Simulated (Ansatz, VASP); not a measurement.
SnTe in VASP and in Ansatz

INCAR

```
SYSTEM = SnTe
PREC = Accurate
ENCUT = 520
EDIFF = 1E-6
ISMEAR = -1
SIGMA = 0.05
LREAL = .FALSE.
LASPH = .TRUE.
NELM = 60
ALGO = Normal
ISIF = 2
LWAVE = .FALSE.
LCHARG = .FALSE.
NBANDS = 17
```

The input KPOINTS:

```
regular mesh
0
G
  7 7 7
  0 0 0
```

File POSCAR:

```
SnTe
1.0
    0.0000000000      3.1508500000      3.1508500000
    3.1508500000      0.0000000000      3.1508500000
    3.1508500000      3.1508500000      0.0000000000
Te Sn
1 1
Direct
    0.5000000000      0.5000000000      0.5000000000
    0.0000000000      0.0000000000      0.0000000000
```

The input input.yaml:

```yaml
crystal:
  lattice:
    - [0.0, 3.15085, 3.15085]
    - [3.15085, 0.0, 3.15085]
    - [3.15085, 3.15085, 0.0]
  atoms:
    - { symbol: Te, position: [0.5, 0.5, 0.5] }
    - { symbol: Sn, position: [0.0, 0.0, 0.0] }
hamiltonian:
  xc: lda
  pseudopotentials: { kind: paw }
kpoints:
  mp_grid: { grid: [7, 7, 7] }
scf:
  occupations: { method: fermi_dirac, width: 0.05 }
output:
  forces: true
  stress: true
  eigenvalues: true
```

Alike in both runs: task single point; functional LDA; k mesh 7 × 7 × 7; occupations fermi-dirac, width 0.05 eV; no spin polarisation.

```csv
,VASP,Ansatz
version,VASP 6.6.1,Ansatz 0.2.0
potentials or method,"VASP PAW LDA potentials, release 64 (Te, Sn_d)",Ansatz PAW
plane-wave cutoff (eV),520,420
valence electrons in the cell,20,30
```

|  | VASP | Ansatz | Ansatz less VASP |
| --- | --- | --- | --- |
| gap on the k mesh at the Fermi level (eV) | 0.66 | 0.66 | +0.002 |
| least direct gap on the mesh (eV) | 0.66 | 0.66 | +0.002 |
| pressure (GPa) | -1.5 | -1.6 | -0.03 |

The two sets of potentials don't hold the same shells in valence.

Caveats: the PAW data sets come from PBE, with cores solved anew for the run's functional, which leaves a small shift of forces and pressure (Ansatz). Spin-orbit coupling is left out, which matters for the levels of Te.
